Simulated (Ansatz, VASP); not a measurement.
## WC in VASP and in Ansatz

File INCAR:

```
ALGO = Normal ; EDIFF = 1E-7
ENCUT = 520 ; GGA = CA
ISIF = 2 ; ISMEAR = -1
LASPH = T ; LCHARG = F
LREAL = F ; LWAVE = F
NBANDS = 16 ; NELM = 100
PREC = Accurate ; SIGMA = 0.05
```

File KPOINTS:

```
k-points
0
Gamma
  8 8 8
```

POSCAR

```
WC
1.0
    0.0000000000      2.1926840000      2.1926840000
    2.1926840000      0.0000000000      2.1926840000
    2.1926840000      2.1926840000      0.0000000000
W C
1 1
Direct
    0.0101017029      0.0169568495      0.0038932222
    0.5127291871      0.5161787072      0.5041040309
```

Input for Ansatz:

```yaml
crystal:
  lattice:
    - [0.0, 2.192684, 2.192684]
    - [2.192684, 0.0, 2.192684]
    - [2.192684, 2.192684, 0.0]
  atoms:
    - { symbol: W, position: [0.0101017028501853, 0.016956849504936443, 0.003893222176489027] }
    - { symbol: C, position: [0.5127291870608963, 0.5161787071652677, 0.5041040309377842] }
basis:
  ecutwfc: 517.016338673772
kpoints:
  mp_grid:
    grid: [8, 8, 8]
hamiltonian:
  xc: lda
scf:
  occupations:
    method: fermi_dirac
    width: 0.05
output:
  forces: true
```

The cell comes from a database or a generator and needn't be the stable form of this composition.

Alike in both runs: task single point; functional LDA; k mesh 8 × 8 × 8; occupations fermi-dirac, width 0.05 eV; no spin polarisation.

|  | VASP | Ansatz |
| --- | --- | --- |
| version | VASP 6.6.1 | Ansatz 0.2.0 |
| potentials or method | VASP PAW LDA potentials, release 64 (W_sv, C) | plane waves, PAW |
| plane-wave cutoff (eV) | 520 | 517 |
| valence electrons in the cell | 18 | 18 |

```tsv
	VASP	Ansatz	Ansatz less VASP
rms of the force components (eV/Å)	0.026	0.025	-0.0010
```

Atom by atom the forces differ by 0.001 eV/Å (rms over components).

The runs have no spin-orbit coupling, so splittings on W are missing.
